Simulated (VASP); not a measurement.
A run of VASP 6.6.1 is set up as follows.

Contents of POSCAR:

```
CuAu
1.0
    2.8000000000      0.0000000000      0.0000000000
    0.0000000000      2.8000000000      0.0000000000
    0.0000000000      0.0000000000      3.6700000000
Cu Au
1 1
Direct
    0.5000000000      0.5000000000      0.5000000000
    0.0000000000      0.0000000000      0.0000000000
```

The input INCAR.step1:

```
SYSTEM = CuAu
ALGO = Normal ; EDIFF = 1E-4
ENCUT = 520 ; GGA = PE
ISMEAR = 0 ; LASPH = .TRUE.
LCHARG = .FALSE. ; LREAL = .FALSE.
LWAVE = .TRUE. ; NBANDS = 18
NELM = 100 ; PREC = Accurate
SIGMA = 0.1
```

INCAR.step2

```
SYSTEM = CuAu
ALGO = Normal ; EDIFF = 1E-6
ENCUT = 520 ; ISIF = 2
ISMEAR = 0 ; ISTART = 1
LASPH = .TRUE. ; LCHARG = .TRUE.
LELF = .TRUE. ; LMIXTAU = .TRUE.
LREAL = .FALSE. ; LVHAR = .TRUE.
LWAVE = .FALSE. ; METAGGA = R2SCAN
NBANDS = 18 ; NELM = 100
PREC = Accurate ; SIGMA = 0.1
```

KPOINTS

```
k-points
0
G
  6 6 6
  0 0 0
```

Potentials or basis: VASP PAW PBE potentials, release 64 (Cu, Au).

Run with:

```sh
$ cat potpaw_PBE.64/Cu/POTCAR potpaw_PBE.64/Au/POTCAR > POTCAR
$ cp INCAR.step1 INCAR
$ mpirun -np 1 vasp_std > vasp.out
$ cp INCAR.step2 INCAR
$ mpirun -np 1 vasp_std > vasp.out
```

Problem. Predict the band gap on the k mesh.

Solution. None (metal or under the smearing width).

Problem. Estimate the pressure.

Solution. 2.9 GPa.

Stress tensor (GPa, compression positive):
```
4.15 0.00 0.00
0.00 4.15 0.00
0.00 0.00 0.44
```

Caveat: the k mesh is coarse (spacing up to 0.37 Å⁻¹), so the values aren't converged; the PAW data sets were made with another functional, which shifts forces and pressure a little. The run has no spin-orbit coupling, so splittings on Au are missing.
